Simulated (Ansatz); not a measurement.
Theory: DFT r2SCAN, scalar-relativistic, plane waves, PAW in Ansatz 0.2.0.

Structure of CdO:

```
Cd O
1.0
     0.00000    2.35297    2.35297
     2.35297    0.00000    2.35297
     2.35297    2.35297    0.00000
Cd O
1 1
Direct
  0.00000 0.00000 0.00000
  0.50000 0.50000 0.50000
```

Settings: cutoff 500 eV, Γ-centred mesh 16×16×16 on the computed 2-atom cell, Gaussian smearing of 0.10 eV; no spin polarisation.

Levels along Γ–X–U | K–Γ–L–W–X, in eV from the Fermi level, sorted by energy at each point. Points in fractions of the primitive reciprocal vectors: Γ (0.000 0.000 0.000), X (0.500 0.000 0.500), U (0.625 0.250 0.625), K (0.375 0.375 0.750), L (0.500 0.500 0.500), W (0.500 0.250 0.750).
```
point k (1/Å, with 2π) band 11  band 12  band 13  band 14
    Γ             0.000    -1.50    -1.50    -1.50    -0.05
    -             0.191    -1.92    -1.52    -1.52     0.70
    -             0.382    -2.42    -1.57    -1.57     2.02
    -             0.572    -2.76    -1.70    -1.70     3.36
    -             0.763    -3.07    -1.90    -1.90     4.37
    -             0.954    -3.49    -2.15    -2.15     4.73
    -             1.144    -4.05    -2.37    -2.37     4.58
    X             1.335    -4.42    -2.45    -2.45     4.46
    -             1.403    -4.39    -2.47    -2.42     4.49
    -             1.470    -4.32    -2.52    -2.34     4.61
    -             1.538    -4.21    -2.59    -2.21     4.79
    -             1.605    -4.07    -2.68    -2.04     5.04
    -             1.672    -3.90    -2.79    -1.85     5.33
    -             1.740    -3.72    -2.89    -1.63     5.65
    U             1.807    -3.53    -2.99    -1.41     6.00
    K             1.807    -3.53    -2.99    -1.41     6.00
    -             2.010    -3.24    -2.94    -0.76     7.02
    -             2.212    -3.39    -2.41    -0.33     6.10
    -             2.414    -3.42    -2.00    -0.24     4.74
    -             2.616    -3.27    -1.73    -0.49     3.38
    -             2.819    -2.83    -1.58    -0.93     2.02
    -             3.021    -2.09    -1.52    -1.33     0.73
    Γ             3.223    -1.50    -1.50    -1.50    -0.05
    -             3.389    -1.98    -1.43    -1.43     0.51
    -             3.554    -2.70    -1.23    -1.23     1.48
    -             3.719    -3.30    -0.95    -0.95     2.49
    -             3.884    -3.69    -0.65    -0.65     3.43
    -             4.049    -3.88    -0.39    -0.39     4.21
    -             4.215    -3.95    -0.21    -0.21     4.74
    L             4.380    -3.96    -0.14    -0.14     4.93
    -             4.514    -3.95    -0.33    -0.19     5.14
    -             4.649    -3.91    -0.79    -0.35     5.69
    -             4.784    -3.84    -1.40    -0.60     6.45
    -             4.919    -3.71    -2.02    -0.95     7.10
    -             5.054    -3.51    -2.58    -1.36     6.82
    -             5.189    -3.27    -2.98    -1.76     6.63
    W             5.324    -3.13    -3.13    -1.96     6.56
    -             5.419    -3.34    -2.94    -1.98     6.41
    -             5.514    -3.58    -2.78    -2.03     6.03
    -             5.610    -3.81    -2.66    -2.12     5.57
    -             5.705    -4.04    -2.56    -2.22     5.12
    -             5.801    -4.23    -2.50    -2.33     4.76
    -             5.896    -4.37    -2.46    -2.42     4.53
    X             5.991    -4.42    -2.45    -2.45     4.46
```

Cost: 1 run of about 0.39 core-minutes, on Arm Neoverse V2 (shared hosts).